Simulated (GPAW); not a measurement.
# Sn: energy against volume and a worked fit

Space group Fd-3m:1 (No. 227). a = 6.467 Å, b = 6.467 Å, c = 6.467 Å, α = 90.00°, β = 90.00°, γ = 90.00°
```tsv
atom	site	symmetry	x	y	z
Sn	8a	-43m	0.2500	0.2500	0.2500
```

This isn't the form of Sn at room conditions, which is tetragonal (white tin).

The cell was scaled at fixed shape and fractions and run with GPAW, PAW data sets generated for this functional, cutoff 600 eV; PBEsol+D3(BJ), k mesh 6 × 6 × 6 on the cell of 2 atoms, fermi-dirac occupations of 0.05 eV, no spin polarisation, no spin-orbit coupling. Energies are those that the program minimises, any entropy of the smearing included. For a metal such a mesh isn't converged to the digits shown.

| V (Å³/atom) | energy over the lowest row (meV/atom) |
| --- | --- |
| 31.7748 | 18.109 |
| 32.4509 | 7.398 |
| 33.1269 | 1.551 |
| 33.8030 | 0.000 |
| 34.4791 | ? |
| 35.1551 | 7.977 |
| 35.8312 | 16.660 |

Question: Fit the third-order Birch-Murnaghan form, give V0, B0 and B′, and predict the energy left open.

Answer: With y = (V0/V)^(2/3), E = E0 + (9 V0 B0/16) [(y - 1)³ B′ + (y - 1)² (6 - 4y)]. Least squares through the rows shown give V0 = 33.7240 Å³/atom, E0 = -0.019 meV, B0 = 45.80 GPa (1 eV/Å³ = 160.218 GPa) and B′ = 4.97, with a largest miss of 0.007 meV. At V = 34.4791 the form with these constants gives 2.293 meV; the run gave 2.281 meV an atom. Measured volume: 34.16 Å³/atom at 300 K (a printed reference work), so the fit lies -1.3 % from it. The runs are for a static lattice.
